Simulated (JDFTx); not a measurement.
Zn under changes of volume

One of the cells (15.330 Å³/atom); the others are scaled copies at fixed shape and fractional positions:

```xyz
2
Lattice="2.6700 0.0000 0.0000 -1.3350 2.3123 0.0000 0.0000 0.0000 4.9660" Properties=species:S:1:pos:R:3 pbc="T T T"
Zn    1.3350    0.7708    3.7245
Zn    0.0000    1.5415    1.2415
```

- Program: JDFTx 1.7.0 (patched build)
- Functional: PBEsol
- Potentials or basis: PseudoDojo-SR-PBEsol-0.4.1-standard with smoothed tails
- Cutoff: 1143 eV
- Density cutoff: 9143 eV
- k mesh: 9 × 9 × 5
- Occupations: fermi-dirac, width 0.05 eV
- Spin: no spin polarisation

| volume (Å³/atom) | energy over the lowest point (meV/atom) | pressure (GPa) |
| --- | --- | --- |
| 14.410 | 0.00 | -1.3 |
| 14.716 | 4.02 | -2.9 |
| 15.023 | 10.97 | -4.4 |
| 15.330 | 20.53 | -5.7 |
| 15.636 | 32.37 | -6.8 |
| 15.943 | 46.21 | -7.7 |
| 16.249 | ? | ? |

Q: What does the run at 16.249 Å³/atom give?

A: Energy over the lowest point 61.78 meV/atom; pressure -8.5 GPa.

Worked out: A Birch-Murnaghan fit of order 3 (a polynomial in V^(-2/3)) to the other rows has its minimum at 14.20 Å³/atom, just outside them, with B0 = V·E''(V) = 88 GPa and B' = 4.9 at fixed shape and positions, which overstates the stiffness. It gives 61.79 meV/atom at 16.249 Å³/atom, against the run's 61.78, and -dE/dV = -8.6 GPa, against -8.5.

Energies are extrapolated to zero smearing.
